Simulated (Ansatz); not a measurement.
An element in the sc structure gives these cold pressures by all-electron LAPW under PBE (Ansatz 0.2.0, scalar-relativistic, no spin polarisation).

| V (Å³/atom) | P (GPa) |
| --- | --- |
| 57.03 | 0.01 |
| 50.18 | 1.14 |
| 44.48 | 2.75 |
| 38.78 | 5.35 |
| 33.08 | 10.34 |
| 28.51 | 17.49 |
| 24.52 | 28.4 |

Question: Which element is it?

Answer: Sr. Its zero-pressure volume in this structure is near 57.0 Å³/atom; the volume and the steepness of P(V) together point to it, though neighbours can come close. Neighbours weren't tried against these numbers.
